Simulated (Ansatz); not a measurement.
**Elastic constants of ZnSe (F-43m) under pressure**

```yaml
crystal:
  lattice:
    - [0.00000, 2.81659, 2.81659]
    - [2.81659, 0.00000, 2.81659]
    - [2.81659, 2.81659, 0.00000]
  atoms:
    - { symbol: Zn, position: [0.00000, 0.00000, 0.00000] }
    - { symbol: Se, position: [0.75000, 0.75000, 0.75000] }
```

This is the zero-pressure cell. At each pressure cell and atoms are relaxed in this structure, and the constants are slopes of the stress at strains of ±0.005 with relaxed ions (the coefficients that govern stability under load). Level: PBEsol, PAW on Ansatz 0.2.0's default frozen-core files (fitted under PBE), scalar-relativistic; k mesh 8×8×8, strains of ±0.005, fixed occupations, cutoff 420 eV. P is the pressure of the relaxed cell, less that of this one.

```
P (GPa)    V/V₀  C11 (GPa)  C12 (GPa)  C44 (GPa)
   0.00  1.0000       89.2       53.2       39.7
   1.00  0.9853       93.4       57.9       40.0
   2.01  0.9715       97.6       62.5       40.2
   3.99  0.9474      105.5       71.5       40.3
   6.98       ?          ?          ?          ?
  10.02  0.8890      128.1       97.8       38.9
  14.97  0.8524      145.5      118.7       36.4
```

**Question.** Does the bulk modulus from the constants agree with the pressure-volume curve?

**Answer.** A third-order Birch-Murnaghan fit to the volumes shown (F against f, f = [(V₀/V)^(2/3) − 1]/2) gives B₀ = 65.2 GPa and B′ = 4.5. Its −V dP/dV stands beside (C11 + 2C12)/3:

```
P (GPa)  from P(V)  from the constants
   0.00       65.2                65.2
   1.00       69.7                69.7
   2.01       74.2                74.2
   3.99       82.8                82.8
  10.02      108.0               107.9
  14.97      127.9               127.6
```

**Question.** What are the pressure derivatives at zero pressure?

**Answer.** Slopes at V₀ of quadratic fits in −ln(V/V₀) through the first four rows shown, divided by B₀: dC11/dP = 4.3, dC12/dP = 4.7, dC44/dP = 0.4. The mean slopes up to 2.0 GPa are 4.2, 4.6, 0.3; curvature and scatter of the constants part the two. The combination (dC11/dP + 2 dC12/dP)/3 = 4.5 stands against B′.

**Question.** Fill the row at 6.98 GPa.

**Answer.** Cubic fits in −ln(V/V₀) through all rows shown give C11 = 117.0, C12 = 84.7, C44 = 39.9 GPa. Computed: V/V₀ = 0.9160, C11 (GPa) = 116.9, C12 (GPa) = 84.7, C44 (GPa) = 39.8.

**Question.** Does a shear stiffness soften?

**Answer.** C44 goes from 39.7 to 36.4 GPa, through a maximum of 40.3 near 4 GPa; (C11 − C12)/2 goes from 18.0 to 13.4 GPa. C44 and (C11 − C12)/2 soften under pressure, though the lattice stays mechanically stable over this range.

Keep in mind: no other phase was computed; many crystals of this kind change structure within this range, and rows or crossings beyond such a change describe a metastable lattice; frozen-core PAW files fitted under PBE, their cores solved anew for the functional of the run; constants at zero field, no piezoelectric stiffening; phonons weren't checked at these pressures.
